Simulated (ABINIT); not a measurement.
# GaN (F-43m) in ABINIT: notebook

One crystal, GaN, is run at these levels: RPBE, LDA-PZ; tasks: band structure, equation of state.

Program: ABINIT 10.8.3 (patched build). These are calculated values, not measurements. Logs are shortened: lines on timing, memory, paths and dates and some standing lists are left out, and cuts for length are marked. The log counts tension as positive stress, the text compression.

**Measured values to compare with.**

From a printed reference work, textbook, for a bulk crystal of GaN at 0 K: band gap 3.299 eV (direct).

How close the calculation comes is told below.

## Step 1: The structure

The structure is cubic, space group F-43m (No. 216). Conventional cell: a = 4.507 Å, b = 4.507 Å, c = 4.507 Å, α = 90.00°, β = 90.00°, γ = 90.00°. Ga (site symmetry -43m) is surrounded by 4 N at 1.95 Å. N (site symmetry -43m) has 4 Ga at 1.95 Å as nearest neighbours.

The cell is a database's computed one.

## Step 2: Band structure, RPBE

run.abi

```
# Datasets: ground state, then fixed potential
ndtset 2

# Pseudopotentials
pp_dirpath "./"
pseudos "Ga.GGA_PBE-JTH.xml, N.GGA_PBE-JTH.xml"

# Structure
acell 3*1.0 Angstrom
rprim
     0.0000000000     2.2535006075     2.2535006075
     2.2535006075     0.0000000000     2.2535006075
     2.2535006075     2.2535006075     0.0000000000
ntypat 2
znucl 31 7
natom 2
typat 1 2
xcart
     0.0000000000     0.0000000000     0.0000000000
     2.1292494849     2.1292494849     2.1292494849

# Plane-wave basis
ecut 25.0
pawecutdg 47.0

# Exchange and correlation
ixc 15

# Bands and occupations
occopt 3
tsmear 0.05 eV

# SCF cycle
nstep 100

# Output
iomode 3
prtwf 0
prteig 0
prtebands 0
enunit 1
prtden1 1
prtvha1 1
prtvclmb1 1
prtpot1 1

# Dataset 1
kptopt1 1
ngkpt1 10 10 10
nshiftk1 1
shiftk1 0.0 0.0 0.0
nband1 13
tolvrs1 1.0e-9

# Dataset 2: bands along G-X-W-K-G-L-U-W-L-K
iscf2 -2
getden2 1
nband2 17
nbdbuf2 2
tolwfr2 1.0e-12
kptopt2 -9
ndivsm2 8
prteig2 1
prtvol2 -3
kptbounds2
     0.0000000000     0.0000000000     0.0000000000
     0.5000000000     0.0000000000     0.5000000000
     0.5000000000     0.2500000000     0.7500000000
     0.3750000000     0.3750000000     0.7500000000
     0.0000000000     0.0000000000     0.0000000000
     0.5000000000     0.5000000000     0.5000000000
     0.6250000000     0.2500000000     0.6250000000
     0.5000000000     0.2500000000     0.7500000000
     0.5000000000     0.5000000000     0.5000000000
     0.3750000000     0.3750000000     0.7500000000
```

Potentials or basis: JTH PAW PBE v2.0.

Run with:

```sh
$ abinit run.abi > log 2>&1
```

run.abo:

```text
.Version 10.8.3 of ABINIT
 DATASET    1 : space group F-4 3 m (#216); Bravais cF (face-center cubic)
================================================================================
 Values of the parameters that define the memory need for DATASET  1.
     intxc =       0    ionmov =       0      iscf =      17    lmnmax =      18
     lnmax =       6     mgfft =      30  mpssoang =       3    mqgrid =    3001
     natom =       2  nloc_mem =       2    nspden =       1   nspinor =       1
    nsppol =       1      nsym =      24    n1xccc =       1    ntypat =       2
    occopt =       3   xclevel =       2
       mpw =         938          nfft =       27000          nkpt =          47
 PAW method is used; the additional fine FFT grid is defined by:
   mgfftf=        40    nfftf =     64000
================================================================================
================================================================================

 DATASET    2 : space group F-4 3 m (#216); Bravais cF (face-center cubic)
================================================================================
 Values of the parameters that define the memory need for DATASET  2.
     intxc =       0    ionmov =       0      iscf =      -2    lmnmax =      18
     lnmax =       6     mgfft =      30  mpssoang =       3    mqgrid =    3001
     natom =       2  nloc_mem =       2    nspden =       1   nspinor =       1
    nsppol =       1      nsym =      24    n1xccc =       1    ntypat =       2
    occopt =       3   xclevel =       2
       mpw =         941          nfft =       27000          nkpt =         139
 PAW method is used; the additional fine FFT grid is defined by:
   mgfftf=        40    nfftf =     64000
================================================================================
================================================================================

--------------------------------------------------------------------------------
------------- Echo of variables that govern the present computation ------------
--------------------------------------------------------------------------------
 -outvars: echo values of preprocessed input variables --------
            acell      1.8897261259E+00  1.8897261259E+00  1.8897261259E+00 Bohr
              amu      6.97230000E+01  1.40067400E+01
             ecut      2.50000000E+01 Hartree
           enunit           1
           getden1          0
           getden2          1
             iscf1         17
             iscf2         -2
              ixc          15
           jdtset        1    2
           kptopt1          1
           kptopt2         -9
         kptrlatt       10    0    0      0   10    0      0    0   10
          kptrlen1     6.02242700E+01
          kptrlen2     3.00000000E+01
            natom           2
            nband1         13
            nband2         17
           nbdbuf1          0
           nbdbuf2          2
           ndtset           2
           ndivsm1          0
           ndivsm2          8
            ngfft          30      30      30
          ngfftdg          40      40      40
             nkpt1         47
             nkpt2        139
            nstep         100
             nsym          24
           ntypat           2
           occopt           3
        pawecutdg      4.70000000E+01 Hartree
         pawxcdev           0
        prtebands           0
           prteig1          0
           prteig2          1
           prtpot1          1
           prtpot2          0
         prtvclmb1          1
         prtvclmb2          0
           prtvha1          1
           prtvha2          0
           prtvol1          0
           prtvol2         -3
            prtwf           0
            rprim      0.0000000000E+00  2.2535006075E+00  2.2535006075E+00
                       2.2535006075E+00  0.0000000000E+00  2.2535006075E+00
                       2.2535006075E+00  2.2535006075E+00  0.0000000000E+00
           shiftk1     0.00000000E+00  0.00000000E+00  0.00000000E+00
           shiftk2     5.00000000E-01  5.00000000E-01  5.00000000E-01
          spgroup         216
           tolvrs1     1.00000000E-09
           tolvrs2     0.00000000E+00
           tolwfr1     0.00000000E+00
           tolwfr2     1.00000000E-12
           tsmear      1.83746611E-03 Hartree
            typat      1  2
           useylm           1
           xangst      0.0000000000E+00  0.0000000000E+00  0.0000000000E+00
                       1.1267503038E+00  1.1267503038E+00  1.1267503037E+00
            xcart      0.0000000000E+00  0.0000000000E+00  0.0000000000E+00
                       2.1292494864E+00  2.1292494864E+00  2.1292494864E+00
[... 222 lines left out ...]
meta: {optdriver: 0, ionmov: 0, optcell: 0, iscf: -2, paral_kgb: 0, }
...

 mkfilename : getden/=0, take file _DEN from output of DATASET   1.

 Exchange-correlation functional for the present dataset will be:
  GGA: RPBE functional - ixc=15
  Hammer, L. B. Hansen, and J. K. Norskov, PRB 59, 7413 (1999)

 Real(R)+Recip(G) space primitive vectors, cartesian coordinates (Bohr,Bohr^-1):
 R(1)=  0.0000000  4.2584990  4.2584990  G(1)= -0.1174123  0.1174123  0.1174123
 R(2)=  4.2584990  0.0000000  4.2584990  G(2)=  0.1174123 -0.1174123  0.1174123
 R(3)=  4.2584990  4.2584990  0.0000000  G(3)=  0.1174123  0.1174123 -0.1174123
 Unit cell volume ucvol=  1.5445417E+02 bohr^3
 Angles (23,13,12)=  6.00000000E+01  6.00000000E+01  6.00000000E+01 degrees

 Coarse grid specifications (used for wave-functions):

 getcut: wavevector=  0.0000  0.0000  0.0000  ngfft=  30  30  30
         ecut(hartree)=     25.000   => boxcut(ratio)=   2.21563

 getcut : COMMENT -
  Note that boxcut > 2.2 ; recall that boxcut=Gcut(box)/Gcut(sphere) = 2
  is sufficient for exact treatment of convolution.
  Such a large boxcut is a waste : you could raise ecut
  e.g. ecut=   30.681261 Hartrees makes boxcut=2

 Fine grid specifications (used for densities):

 getcut: wavevector=  0.0000  0.0000  0.0000  ngfft=  40  40  40
         ecut(hartree)=     47.000   => boxcut(ratio)=   2.15216
--------------------------------------------------------------------------------

================================================================================
 Non-SCF case, kpt    1 (  0.00000  0.00000  0.00000), residuals and eigenvalues=
  7.76E-13  5.94E-13  4.38E-13  5.42E-13  9.73E-13  5.10E-13  3.73E-13  1.61E-13
  2.54E-13  6.40E-13  2.94E-13  5.85E-13  7.68E-13  8.18E-13  6.62E-13  4.58E-12
  4.48E-12
 -3.7062E-01 -2.7783E-01 -2.7783E-01 -2.7783E-01 -2.6631E-01 -2.6631E-01
  2.1659E-01  2.1659E-01  2.1659E-01  2.8064E-01  5.9769E-01  5.9769E-01
  5.9769E-01  8.7016E-01  9.1043E-01  9.1043E-01  9.1043E-01
 Non-SCF case, kpt    2 (  0.02174  0.00000  0.02174), residuals and eigenvalues=
  8.97E-13  6.41E-13  7.63E-13  7.62E-13  4.14E-13  3.91E-13  8.42E-13  8.49E-13
  1.88E-13  6.58E-13  1.76E-13  2.30E-13  2.11E-13  7.31E-13  3.18E-13  1.42E-12
  9.05E-11
[... 948 lines left out ...]
 Non-SCF case, kpt  138 (  0.38393  0.38393  0.73214), residuals and eigenvalues=
  7.46E-13  4.29E-13  4.85E-13  4.01E-13  2.17E-13  8.13E-13  4.63E-13  9.05E-13
  3.26E-13  9.07E-13  6.70E-13  6.38E-13  5.41E-13  5.44E-13  6.22E-13  3.36E-09
  1.40E-06
 -3.3156E-01 -2.7366E-01 -2.6879E-01 -2.6836E-01 -2.6500E-01 -2.0064E-01
  2.1158E-03  6.0328E-02  1.3982E-01  4.0822E-01  5.0906E-01  6.2186E-01
  6.8565E-01  7.2542E-01  9.5913E-01  1.0622E+00  1.1157E+00
 Non-SCF case, kpt  139 (  0.37500  0.37500  0.75000), residuals and eigenvalues=
  2.11E-13  2.11E-13  7.46E-13  5.06E-13  6.96E-13  4.67E-13  9.93E-13  3.53E-13
  1.72E-13  1.18E-13  2.36E-13  7.94E-13  5.83E-13  2.41E-13  7.02E-13  7.67E-08
  3.14E-06
 -3.3139E-01 -2.7366E-01 -2.6849E-01 -2.6842E-01 -2.6487E-01 -2.0014E-01
  2.3261E-03  6.1144E-02  1.3699E-01  4.0211E-01  5.0778E-01  6.2703E-01
  6.9084E-01  7.1901E-01  9.7175E-01  1.0616E+00  1.1226E+00

--- !ResultsGS
iteration_state: {dtset: 2, }
comment   : Summary of ground state results
lattice_vectors:
- [  0.0000000,   4.2584990,   4.2584990, ]
- [  4.2584990,   0.0000000,   4.2584990, ]
- [  4.2584990,   4.2584990,   0.0000000, ]
lattice_lengths: [   6.02243,    6.02243,    6.02243, ]
lattice_angles: [ 60.000,  60.000,  60.000, ] # degrees, (23, 13, 12)
lattice_volume:   1.5445417E+02
convergence: {deltae:  0.000E+00, res2:  0.000E+00, residm:  9.986E-13, diffor:  0.000E+00, }
etotal    :  -8.90625150E+01
entropy   :   0.00000000E+00
fermie    :   2.50251729E-01
cartesian_stress_tensor: null
pressure_GPa: null
xred      :
- [  0.0000E+00,   0.0000E+00,   0.0000E+00, Ga]
- [  2.5000E-01,   2.5000E-01,   2.5000E-01,  N]
cartesian_forces: null
force_length_stats: {min: null, max: null, mean: null, }
...

 Integrated electronic density in atomic spheres:
 ------------------------------------------------
 Atom  Sphere_radius  Integrated_density
    1        2.10359         11.17665426
    2        1.20497          2.57450721

================================================================================

 ----iterations are completed or convergence reached----

 Mean square residual over all n,k,spin=   49.125E-14; max=  99.863E-14
 reduced coordinates (array xred) for    2 atoms
       0.000000000000      0.000000000000      0.000000000000
       0.250000000000      0.250000000000      0.250000000000

 cartesian coordinates (angstrom) at end:
    1      0.00000000000000     0.00000000000000     0.00000000000000
    2      1.12675030375000     1.12675030375000     1.12675030375000
 length scales=  1.889726125908  1.889726125908  1.889726125908 bohr
              =  1.000000000000  1.000000000000  1.000000000000 angstroms
 Eigenvalues (   eV  ) for nkpt= 139  k points:
 kpt#   1, nband= 17, wtk=  1.00000, kpt=  0.0000  0.0000  0.0000 (reduced coord)
 -10.08503   -7.56019   -7.56019   -7.56019   -7.24664   -7.24664    5.89365    5.89365
   5.89365    7.63665   16.26404   16.26404   16.26404   23.67817   24.77394   24.77394
  24.77394
 kpt#   2, nband= 17, wtk=  1.00000, kpt=  0.0217  0.0000  0.0217 (reduced coord)
 -10.07792   -7.55895   -7.55895   -7.55862   -7.24721   -7.24629    5.81062    5.87787
   5.87787    7.72233   16.21791   16.28017   16.28017   23.71464   24.31449   24.80708
  24.80708
 kpt#   3, nband= 17, wtk=  1.00000, kpt=  0.0435  0.0000  0.0435 (reduced coord)
 -10.05674   -7.55524   -7.55524   -7.55382   -7.24881   -7.24523    5.59834    5.83113
   5.83113    7.94229   16.08467   16.32813   16.32813   23.38237   24.06136   24.90628
  24.90628
 kpt#   4, nband= 17, wtk=  1.00000, kpt=  0.0652  0.0000  0.0652 (reduced coord)
 -10.02201   -7.54912   -7.54912   -7.54549   -7.25139   -7.24348    5.31549    5.75509
   5.75509    8.23592   15.87781   16.40665   16.40665   22.60221   24.34987   25.07091
  25.07092
 kpt#   5, nband= 17, wtk=  1.00000, kpt=  0.0870  0.0000  0.0870 (reduced coord)
[... 525 lines left out ...]
   3.99495   11.49087   13.77380   16.58495   18.28213   20.32478   25.59393   28.54045
  29.69649
 kpt# 137, nband= 17, wtk=  1.00000, kpt=  0.3929  0.3929  0.7143 (reduced coord)
  -9.02945   -7.44760   -7.32578   -7.29971   -7.21280   -5.49363    0.00522    1.72593
   3.89453   11.29282   13.84105   16.75075   18.48446   19.99867   25.81528   28.82311
  30.03271
 kpt# 138, nband= 17, wtk=  1.00000, kpt=  0.3839  0.3839  0.7321 (reduced coord)
  -9.02208   -7.44674   -7.31426   -7.30257   -7.21089   -5.45970    0.05757    1.64161
   3.80469   11.10822   13.85233   16.92157   18.65753   19.73962   26.09930   28.90409
  30.35978
 kpt# 139, nband= 17, wtk=  1.00000, kpt=  0.3750  0.3750  0.7500 (reduced coord)
  -9.01747   -7.44671   -7.30604   -7.30411   -7.20737   -5.44601    0.06330    1.66382
   3.72775   10.94190   13.81731   17.06246   18.79875   19.56521   26.44280   28.88783
  30.54644

== END DATASET(S) ==============================================================
================================================================================

 -outvars: echo values of variables after computation  --------
            acell      1.8897261259E+00  1.8897261259E+00  1.8897261259E+00 Bohr
           etotal1    -8.9062514978E+01
            fcart1    -1.1855608809E-29  3.5443330502E-29 -1.1855608809E-29
                       1.1855608809E-29 -3.5443330502E-29  1.1855608809E-29
            rprim      0.0000000000E+00  2.2535006075E+00  2.2535006075E+00
                       2.2535006075E+00  0.0000000000E+00  2.2535006075E+00
                       2.2535006075E+00  2.2535006075E+00  0.0000000000E+00
           strten1    -3.2863674298E-04 -3.2863674298E-04 -3.2863674298E-04
                       0.0000000000E+00  0.0000000000E+00  0.0000000000E+00
           xangst      0.0000000000E+00  0.0000000000E+00  0.0000000000E+00
                       1.1267503038E+00  1.1267503038E+00  1.1267503037E+00
             xred      0.0000000000E+00  0.0000000000E+00  0.0000000000E+00
                       2.5000000000E-01  2.5000000000E-01  2.5000000000E-01
 Calculation completed.
```

It took 48 s on 1 thread of Intel Xeon Platinum 8488C (Sapphire Rapids), shared host; peak memory 0.13 GiB.

What came out:

```yaml
Free_energy: -2423.5145 eV
Band_gap_on_the_k_mesh: 1.74 eV, direct
Valence_electrons_inside_the_program's_atomic_spheres: Ga 11.18; N 2.57
```

Levels at the corners of the path, in eV from the valence-band top:
| point | band 5 | band 6 | band 7 | band 8 | band 9 | band 10 | band 11 | band 12 | band 13 | band 14 |
| --- | --- | --- | --- | --- | --- | --- | --- | --- | --- | --- |
| Γ | -13.14 | -13.14 | 0.00 | 0.00 | 0.00 | 1.74 | 10.37 | 10.37 | 10.37 | 17.78 |
| X | -13.06 | -11.50 | -6.09 | -2.70 | -2.70 | 3.40 | 6.74 | 11.82 | 14.05 | 14.05 |
| W | -13.13 | -11.22 | -5.66 | -3.67 | -3.62 | 6.27 | 8.45 | 10.32 | 11.23 | 15.34 |
| K | -13.10 | -11.34 | -5.83 | -4.23 | -2.17 | 5.05 | 7.92 | 11.17 | 12.91 | 13.67 |
| Γ | -13.14 | -13.14 | 0.00 | 0.00 | 0.00 | 1.74 | 10.37 | 10.37 | 10.37 | 17.78 |
| L | -13.09 | -11.92 | -7.00 | -0.97 | -0.97 | 4.70 | 8.79 | 10.41 | 10.41 | 15.76 |
| U | -13.10 | -11.34 | -5.83 | -4.23 | -2.17 | 5.05 | 7.92 | 11.17 | 12.91 | 13.67 |
| W | -13.13 | -11.22 | -5.66 | -3.67 | -3.62 | 6.27 | 8.45 | 10.32 | 11.23 | 15.34 |
| L | -13.09 | -11.92 | -7.00 | -0.97 | -0.97 | 4.70 | 8.79 | 10.41 | 10.41 | 15.76 |
| K | -13.10 | -11.34 | -5.83 | -4.23 | -2.17 | 5.05 | 7.92 | 11.17 | 12.91 | 13.67 |

Caveat: the cutoff is too short for stress, so the log's stress isn't used; the PAW data sets were made with another functional, which shifts forces and pressure a little.

[end of part 1 of 2]
